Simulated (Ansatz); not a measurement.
# Se: start and end of a relaxation

A trial structure of Se was built thus: random cell by space group and Wyckoff sites (P2/m, No. 10). The dimensions are guesses.

start.cif

```cif
data_structure
_symmetry_space_group_name_H-M 'P 1'
_symmetry_Int_Tables_number 1
_cell_length_a 2.3134
_cell_length_b 3.9854
_cell_length_c 2.7330
_cell_angle_alpha 90.000
_cell_angle_beta 91.488
_cell_angle_gamma 90.000
_cell_volume 25.19
loop_
_atom_site_label
_atom_site_type_symbol
_atom_site_fract_x
_atom_site_fract_y
_atom_site_fract_z
_atom_site_occupancy
Se1 Se 0.00000 0.50000 0.50000 1
```

These are results of DFT PBE, scalar-relativistic, plane waves, PAW (Ansatz), not measurements. Cutoff 420 eV, Gaussian smearing, Γ-centred meshes. Cell and atoms relax first on a coarse mesh and then on a finer one. In between, the cell is made exact in the group found at 0.06 Å. In metals the finer mesh still leaves noise of several meV/atom or more. The steps can't lower the symmetry of their start. No spin polarisation.

end.cif

```cif
data_structure
_symmetry_space_group_name_H-M 'P 1'
_symmetry_Int_Tables_number 1
_cell_length_a 2.6383
_cell_length_b 2.6383
_cell_length_c 4.2903
_cell_angle_alpha 90.000
_cell_angle_beta 90.000
_cell_angle_gamma 90.000
_cell_volume 29.86
loop_
_atom_site_label
_atom_site_type_symbol
_atom_site_fract_x
_atom_site_fract_y
_atom_site_fract_z
_atom_site_occupancy
Se1 Se 0.50000 0.50000 0.50000 1
```

The symmetry goes from P2/m (No. 10) to P4/mmm (No. 123). The volume per atom grows by 18.6 %, from 25.2 to 29.9 Å³. The shortest distance goes from 2.31 Å (Se–Se) to 2.64 Å (Se–Se). The energy falls by about 0.38 eV/atom (the start's value is from the coarse mesh). The end is written in a standard setting, so origin, axes and order of atoms can differ from the start's.

```json
{"Volume per atom": "29.9 Å³", "Density": "4.4 g/cm³", "Energy over the standard state": "+0.21 eV/atom", "Gap on the 22×20×14 mesh of the 1-atom cell": "0 eV (a metal)"}
```

Energies count from the standard state of Se at the same level. It lies above the standard state, so it could only be metastable.

The last run used Gaussian smearing of 0.10 eV. The end has Pmmm (No. 47) at a tolerance of 0.01 Å; the cell shown is made exact in the group found at 0.05 Å. Weakly bound directions are ill-defined at this level, which has no dispersion term. The reference form of Se is held partly by dispersion forces, which this level lacks. Symmetry constrained the relaxation, so the result can be a saddle point. In all, the 3 runs took 8 min on 1 thread of Arm Neoverse N1 (shared host).
